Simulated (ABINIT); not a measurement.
Runs of ABINIT 10.8.3 (patched build) on ZnSe (Stilleite). The structure is cubic, space group F-43m (No. 216). Conventional cell: a = 5.668 Å, b = 5.668 Å, c = 5.668 Å, α = 90.00°, β = 90.00°, γ = 90.00°. Around Se (site symmetry -43m) lie 4 Zn at 2.45 Å. Around Zn (site symmetry -43m) lie 4 Se at 2.45 Å. 

```csv
task,potentials or basis,k mesh,cutoff (eV),fine-grid cutoff,gap on the mesh (eV),pressure (GPa)
band structure,SG15 NC PBE v1.2,6 × 6 × 6,1143,-,1.79,0.7
band structure,PseudoDojo NC SR PBE v0.4.1 standard,6 × 6 × 6,1415,-,(b),(a)
band structure,Ansatz NC r2SCAN,6 × 6 × 6,1578,-,1.88,0.0
band structure,"Ansatz PAW PBE default generated set, frozen core",6 × 6 × 6,490,979.61 eV,1.86,-0.1
band structure,JTH PAW PBE v2.0,6 × 6 × 6,707,1306.15 eV,1.85,0.0
```

Alike in all rows: level r2SCAN; no spin polarisation; cell as given; smearing fermi-dirac 0.05 eV.

**Question.** Fill in the values left out.

**Answer.** (a) -0.5; (b) 1.73.

Caveats: the potentials were made for another functional, which shifts forces and pressure (some runs); the PAW data sets were made with another functional, which shifts forces and pressure a little (some runs); a meta-GGA on potentials with a model core is unreliable (some runs); the atomic spheres overlap (some runs).

A k mesh can miss the band edges, and the runs leave out spin-orbit coupling on Se.

The runs don't all hold the same shells in valence.
